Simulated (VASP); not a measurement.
# Au in VASP: relaxation of the atoms with PBE+D3(BJ)

Aim: the relaxation of the atoms of Au with PBE+D3(BJ).

Program: VASP 6.6.1. These are calculated values, not measurements. Logs are shortened: lines on timing, memory, paths and dates and some standing lists are left out, and cuts for length are marked.

### Step 1. The slab as given

The cell holds a slab with vacuum, 3 atoms: a = 2.900 Å, b = 2.900 Å, c = 28.636 Å, α = 90.00°, β = 90.00°, γ = 120.00°.

The cell was built by a generator and needn't be a form met in nature.

### Step 2. Relaxation of the atoms, PBE+D3(BJ)

INCAR

```
SYSTEM = Au
ALGO = Fast ; DIPOL = 0.5 0.5 0.500
EDIFF = 1E-6 ; EDIFFG = -0.02
ENCUT = 520 ; GGA = PE
IBRION = 2 ; IDIPOL = 3
ISIF = 2 ; ISMEAR = 1
IVDW = 12 ; KPAR = 2
LASPH = .True. ; LCHARG = .False.
LDIPOL = .True. ; LREAL = .False.
LWAVE = .False. ; NELM = 120
NSW = 90 ; PREC = Accurate
SIGMA = 0.1
```

KPOINTS

```
k-points
0
Gamma
  13 13 1
  0 0 0
```

POSCAR

```
Au
1.0
    2.9002550600      0.0000000000      0.0000000000
   -1.4501274800      2.5116945000      0.0000000000
    0.0000000000      0.0000000000     28.6361185500
Au
3
Selective dynamics
Direct
    0.0000000000      0.0000000000      0.4173051600  F F F
    0.6666670000      0.3333330000      0.5000000000  T T T
    0.3333330000      0.6666670000      0.5826948400  T T T
```

Potentials or basis: VASP PAW PBE potentials, release 64 (Au).

Started as:

```bash
cat potpaw_PBE.64/Au/POTCAR > POTCAR
mpirun -np 2 vasp_std > vasp.out
```

OUTCAR:

```text
SYSTEM = Au
   EDIFF = 1E-6
   EDIFFG = -0.02
   ENCUT = 520
   GGA = PE
   IBRION = 2
   ISIF = 2
   ISMEAR = 1
   IVDW = 12
   LASPH = .True.
   LREAL = .False.
   NELM = 120
   NSW = 90
   PREC = Accurate
 IVDW          = 12

 ion  position               nearest neighbor table
   1  0.000  0.000  0.417-   2 2.90   2 2.90   2 2.90
   2  0.667  0.333  0.500-   3 2.90   1 2.90   3 2.90   1 2.90   1 2.90   3 2.90
   3  0.333  0.667  0.583-   2 2.90   2 2.90   2 2.90

  LATTYP: Found a hexagonal cell.
 ALAT       =     2.9002550600
 C/A-ratio  =     9.8736552329

  Lattice vectors:

 A1 = (   2.9002550600,   0.0000000000,   0.0000000000)
 A2 = (  -1.4501274800,   2.5116945000,   0.0000000000)
 A3 = (   0.0000000000,   0.0000000000,  28.6361185500)

Analysis of symmetry for initial positions (statically):
=====================================================================
 Subroutine PRICEL returns:
 Original cell was already a primitive cell.

 Routine SETGRP: Setting up the symmetry group for a
 hexagonal supercell.

 Subroutine GETGRP returns: Found 12 space group operations
 (whereof  6 operations were pure point group operations)
 out of a pool of 24 trial point group operations.

The static configuration has the point symmetry C_3v.
 The point group associated with its full space group is D_3d.

Analysis of symmetry for dynamics (positions and initial velocities):
=====================================================================
 Subroutine PRICEL returns:
 Original cell was already a primitive cell.

 Routine SETGRP: Setting up the symmetry group for a
 hexagonal supercell.

 Subroutine GETGRP returns: Found 12 space group operations
 (whereof  6 operations were pure point group operations)
 out of a pool of 24 trial point group operations.

The dynamic configuration has the point symmetry C_3v.
 The point group associated with its full space group is D_3d.

Analysis of constrained symmetry for selective dynamics:
=====================================================================
 Subroutine PRICEL returns:
 Original cell was already a primitive cell.

 Routine SETGRP: Setting up the symmetry group for a
 hexagonal supercell.

 Subroutine GETGRP returns: Found  6 space group operations
 (whereof  6 operations were pure point group operations)
 out of a pool of 24 trial point group operations.

The constrained configuration has the point symmetry C_3v.

 Subroutine INISYM returns: Found  6 space group operations
 (whereof  6 operations are pure point group operations),
 and found     1 'primitive' translations

----------------------------------------------------------------------------------------

                                     Primitive cell

  volume of cell :     208.6014

  direct lattice vectors                    reciprocal lattice vectors
     2.900255060  0.000000000  0.000000000     0.344797261  0.199068789  0.000000000
    -1.450127480  2.511694500  0.000000000     0.000000000  0.398137592  0.000000000
     0.000000000  0.000000000 28.636118550     0.000000000  0.000000000  0.034920934

  length of vectors
     2.900255060  2.900254984 28.636118550     0.398137581  0.398137592  0.034920934

  position of ions in fractional coordinates (direct lattice)
     0.000000000  0.000000000  0.417305160
     0.666667000  0.333333000  0.500000000
     0.333333000  0.666667000  0.582694840

  ion indices of the primitive-cell ions
   primitive index   ion index
                 1           1
                 2           2
                 3           3

----------------------------------------------------------------------------------------

 KPOINTS: k-points

Automatic generation of k-mesh.
 Grid dimensions read from file:
 generate k-points for:   13   13    1

 Generating k-lattice:

  Cartesian coordinates                     Fractional coordinates (reciprocal lattice)
     0.026522866  0.015312984  0.000000000     0.076923077  0.000000000  0.000000000
     0.000000000  0.030625969  0.000000000     0.000000000  0.076923077  0.000000000
     0.000000000  0.000000000  0.034920934     0.000000000  0.000000000  1.000000000

  Length of vectors
     0.030625968  0.030625969  0.034920934

  Shift w.r.t. Gamma in fractional coordinates (k-lattice)
     0.000000000  0.000000000  0.000000000

 Subroutine IBZKPT returns following result:
 ===========================================

 Found     21 irreducible k-points:

 Following reciprocal coordinates:
            Coordinates               Weight
  0.000000  0.000000  0.000000      1.000000
  0.076923 -0.000000  0.000000      6.000000
  0.153846  0.000000  0.000000      6.000000
  0.230769 -0.000000  0.000000      6.000000
  0.307692  0.000000  0.000000      6.000000
  0.384615 -0.000000  0.000000      6.000000
[... 13 lines left out ...]
  0.384615  0.230769  0.000000      6.000000
  0.307692  0.307692  0.000000      6.000000
   k-points           NKPTS =     21   k-points in BZ     NKDIM =     21   number of bands    NBANDS=     20
   number of dos      NEDOS =    301   number of ions     NIONS =      3
   total plane-waves  NPLWV = 124416
   dimension x,y,z NGX =    24 NGY =   24 NGZ =  216
   dimension x,y,z NGXF=    48 NGYF=   48 NGZF=  432
   ions per type =               3
   NGX,Y,Z   is equivalent  to a cutoff of  13.76, 13.76, 12.54 a.u.
   NGXF,Y,Z  is equivalent  to a cutoff of  27.51, 27.51, 25.08 a.u.
 SYSTEM =  Au
   PREC   = accura    normal or accurate (medium, high low for compatibility)
   ISTART =      0    job   : 0-new  1-cont  2-samecut
   ICHARG =      2    charge: 1-file 2-atom 10-const
   ISPIN  =      1    spin polarized calculation?
   LNONCOLLINEAR =      F non collinear calculations
   LSORBIT =      F    spin-orbit coupling
   LASPH  =      T    aspherical Exc in radial PAW
   ENCUT  =  520.0 eV  38.22 Ry    6.18 a.u.   5.39  5.39 53.24*2*pi/ulx,y,z
   NELM   =    120;   NELMIN=  2; NELMDL= -5     # of ELM steps
   EDIFF  = 0.1E-05   stopping-criterion for ELM
   LREAL  =      F    real-space projection
   EDIFFG = -.2E-01   stopping-criterion for IOM
   NSW    =     90    number of steps for IOM
   IBRION =      2    ionic relax: 0-MD 1-quasi-New 2-CG
   NFREE  =      1    steps in history (QN), initial steepest desc. (CG)
   ISIF   =      2    stress and relaxation
   ISYM   =      2    0-nonsym 1-usesym 2-fastsym
   POTIM  = 0.5000    time-step for ionic-motion
   TEBEG  =    0.0;   TEEND  =   0.0 temperature during run
   PSTRESS=    0.0 pullay stress
   NELECT =      33.0000    total number of electrons
   NUPDOWN=      -1.0000    fix difference up-down
   EMIN   =  10.00;   EMAX   =-10.00  energy-range for DOS
   EFERMI =   0.00;   METHOD = LEGACY
   ISMEAR =     1;   SIGMA  =   0.10  broadening in eV -4-tet -1-fermi 0-gaus
   EFERMI_NEDOS =   21; number of points for ismear=-14 and -15
   IALGO  =     68    algorithm
   IMIX   =      4    mixing-type and parameters
     AMIX     =   0.40;   BMIX     =  1.00
     AMIX_MAG =   1.60;   BMIX_MAG =  1.00
  volume/ion in A,a.u.               =      69.53       469.24
  Fermi-wavevector in a.u.,A,eV,Ry     =   0.885402  1.673167 10.666103  0.783936
  Thomas-Fermi vector in A             =   2.006430
   LORBIT       =      0    0 simple, 1 ext, 2 COOP (PROOUT), +10 PAW based schemes
   GGA     = PE    functional components
   LHFCALC =     F    Hartree Fock is set to
   AEXX    =    0.0000 exact exchange contribution
   IVDW    =    12    specifies the selected vdW correction
   LEPSILON=     F    determine dielectric tensor
   LRPA    =     F    only Hartree local field effects (RPA)
 conjugate gradient relaxation of ions
 non-spin polarized calculation
 RMM-DIIS sequential band-by-band and
 Methfessel and Paxton  Order N= 1 SIGMA  =   0.10
  energy-cutoff  :      520.00
  volume of cell :      208.60
 maximum number of plane-waves:      5723
 NGX is ok and might be reduce to    24
   NGX = 11   NGY = 11   NGZ =107

--------------------------------------- Ionic step        1  -------------------------------------------

 number of electron      33.0000005 magnetization

 Free energy of the ion-electron system (eV)
  ---------------------------------------------------
  ext. energy  EPLUGINS =         0.00000000
  ---------------------------------------------------
  free energy    TOTEN  =        -9.05229260 eV

  energy without entropy =       -9.05164873  energy(sigma->0) =       -9.05207797

------------------------ aborting loop because EDIFF is reached ----------------------------------------

 Edisp (eV)   -1.34221

 E8    (eV) :    -0.6308

  FORCE on cell =-STRESS in cart. coord.  units (eV):
  Direction    XX          YY          ZZ          XY          YZ          ZX
  --------------------------------------------------------------------------------------
  -------------------------------------------------------------------------------------
  Total      -2.31194    -2.31194     0.71462    -0.00000     0.00000     0.00000
  in kB     -17.75705   -17.75705     5.48865    -0.00000     0.00000     0.00000
  external pressure =      -10.01 kB  Pullay stress =        0.00 kB
[... 264 lines left out ...]
  FREE ENERGIE OF THE ION-ELECTRON SYSTEM (eV)
  ---------------------------------------------------
  free  energy   TOTEN  =       -10.3998711630 eV

  energy  without entropy=      -10.3995067215  energy(sigma->0) =      -10.39974968

 dipolmoment           0.000000      0.000000     -0.000156 electrons x Angstroem

--------------------------------------- Ionic step        8  -------------------------------------------

 number of electron      33.0000003 magnetization

 dipolmoment           0.000000      0.000000      0.000090 electrons x Angstroem

 Free energy of the ion-electron system (eV)
  ---------------------------------------------------
  ext. energy  EPLUGINS =         0.00000000
  ---------------------------------------------------
  free energy    TOTEN  =        -9.06959994 eV

  energy without entropy =       -9.06930312  energy(sigma->0) =       -9.06950100

 E-fermi :  -1.6954     XC(G=0):  -3.7504

 val. band max:       -1.7213805315   @ k =   0.2308  -0.0000   0.0000
 cond. band min:      -1.3440823150   @ k =   0.1538   0.1538   0.0000
 fundamental gap:      0.3772982165
 Fermi energy:        -1.6954403390

 k-point     1 :       0.0000    0.0000    0.0000
  band No.  band energies     occupation
      1     -10.3764      2.00000
      2      -8.9078      2.00000
      3      -8.4603      2.00000
      4      -6.0821      2.00000
      5      -5.9045      2.00000
      6      -5.9045      2.00000
[... 12 lines left out ...]
     19      -1.2528     -0.00000
[... 446 lines left out ...]
      6      -5.9407      2.00000
[... 12 lines left out ...]
     19       3.0069      0.00000
     20       3.8827      0.00000

------------------------ aborting loop because EDIFF is reached ----------------------------------------

 vacuum level on the upper side and lower side of the slab       (xc-potential included)        -0.007        -0.009

 Edisp (eV)   -1.33057

 E8    (eV) :    -0.6250

  FORCE on cell =-STRESS in cart. coord.  units (eV):
  Direction    XX          YY          ZZ          XY          YZ          ZX
  --------------------------------------------------------------------------------------
  -------------------------------------------------------------------------------------
  Total      -2.69687    -2.69687    -0.05795    -0.00000    -0.00000    -0.00000
  in kB     -20.71351   -20.71351    -0.44509    -0.00000    -0.00000    -0.00000
  external pressure =      -13.96 kB  Pullay stress =        0.00 kB
[... 18 lines left out ...]
  FREE ENERGIE OF THE ION-ELECTRON SYSTEM (eV)
  ---------------------------------------------------
  free  energy   TOTEN  =       -10.4001689207 eV

  energy  without entropy=      -10.3998720967  energy(sigma->0) =      -10.40006998

 reached required accuracy - stopping structural energy minimisation

 vacuum level on the upper side and lower side of the slab         3.535         3.533
```

It took 2.4 min on 2 MPI ranks of Intel Xeon 6975P-C (Granite Rapids), shared host; peak memory 0.39 GiB.

Results:

```yaml
Free_energy: -10.4002 eV
Energy_gained_by_relaxing: 1.9 meV/atom
Ionic_steps: 8
Band_gap_on_the_k_mesh: none (metal or under the smearing width)
Dispersion_energy_per_atom: -0.444 eV
```

Step by step:
| step | energy change (eV) | largest force (eV/Å) | pressure (GPa) |
| --- | --- | --- | --- |
| 1 | 0.0000 | 0.1604 | -1.00 |
| 2 | -0.0011 | 0.1546 | -1.04 |
| 3 | -0.0022 | 0.1525 | -1.10 |
| 4 | -0.0031 | 0.1519 | -1.21 |
| 5 | -0.0041 | 0.1153 | -1.26 |
| 6 | -0.0053 | 0.0600 | -1.33 |
| 7 | -0.0054 | 0.0512 | -1.46 |
| 8 | -0.0057 | 0.0127 | -1.40 |

Final structure:
```
Au
1.0
     2.90026    0.00000    0.00000
    -1.45013    2.51169    0.00000
     0.00000    0.00000   28.63612
Au
3
Direct
  0.00000 0.00000 0.41731
  0.66667 0.33333 0.50125
  0.33333 0.66667 0.58529
```

Spin-orbit coupling is left out, which matters for the levels of Au.
